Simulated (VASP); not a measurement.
Sb, 2 atoms in the cell. The typed cell holds 2 atoms: a = 4.507 Å, b = 4.507 Å, c = 4.507 Å, α = 57.11°, β = 57.11°, γ = 57.11°.  The cell isn't the ideal one: atoms moved at random, drawn with an rms of 0.05 Å.

| Item | Value |
| --- | --- |
| Program | VASP 6.6.1 |
| Task | single point |
| Functional | PBE |
| Potentials or basis | VASP PAW PBE potentials, release 64 (Sb) |
| Cutoff | 520 eV |
| k mesh | 8 × 8 × 8 |
| Occupations | fermi-dirac, width 0.05 eV |
| Spin | no spin polarisation |
| Further INCAR settings | ALGO = Normal; EDIFF = 1e-07; NBANDS = 12 |

Potentials or basis: VASP PAW PBE potentials, release 64 (Sb).

The run is started by

```console
$ cat potpaw_PBE.64/Sb/POTCAR > POTCAR
$ mpirun -np 1 vasp_std > vasp.out
```

Hardware: 1 thread of Intel(R) Xeon(R) Platinum 8488C (Sapphire Rapids), with other jobs on the host.

Task: Estimate the wall time of this run.

Result: Run time: 2.1 min on 1 thread of Intel(R) Xeon(R) Platinum 8488C (Sapphire Rapids), on a shared host, peak memory 0.31 GiB. Counts: scf iterations 11, k points 260.
